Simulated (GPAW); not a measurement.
Here is a GPAW 26.7.0 calculation.

run.py

```python
from ase import Atoms
from ase.filters import FrechetCellFilter
from ase.io import write
from ase.optimize import BFGS
from gpaw import GPAW, PW, setup_paths

setup_paths.insert(0, '.')

atoms = Atoms(['Ga', 'Ga'],
              cell=[[2.7784220849, 0.0, 0.0],
                    [0.0, 3.28160879, 0.0],
                    [-1.3434310986, 0.0, 3.9902731763]],
              scaled_positions=[[0.13459627, 0.75, 0.77016683],
                                [0.86540373, 0.25, 0.22983317]],
              pbc=True)

calc = GPAW(mode=PW(600),
            xc='PBEsol',
            kpts={'size': (9, 7, 6), 'gamma': True},
            occupations={'name': 'fermi-dirac', 'width': 0.05},
            nbands=10,
            convergence={'density': 1e-05, 'forces': 0.0001},
            maxiter=150,
            txt='gpaw.txt')
atoms.calc = calc
opt = BFGS(FrechetCellFilter(atoms), trajectory='relax.traj', logfile='-')
done = opt.run(fmax=0.02, steps=60)
calc.write('gs.gpw')
write('result.traj', atoms)
print('Converged:', done)
print('Cell:', atoms.cell.cellpar().round(4))
print('Volume:', round(atoms.get_volume(), 4))
print(atoms.get_scaled_positions().round(5))
```

Potentials or basis: PAW data sets generated in the run's folder for this functional, pw.

Run with:

```bash
$ gpaw-setup -f PBEsol Ga
$ OMP_NUM_THREADS=1 python run.py
```

(1) Predict the band gap on the k mesh.

(2) Estimate the relaxed volume.

(3) Predict the space group after relaxing (to 0.05 Å).

(4) What does it give for the relaxed cell?

Answers

(1) none (metal or under the smearing width).

(2) 18.23 Å³/atom.

(3) P2_1/m (No. 11).

(4) a = 2.804 Å, b = 3.283 Å, c = 4.178 Å, α = 90.00°, β = 108.56°, γ = 90.00°.

Caveat: later steps reuse the first step's grids.
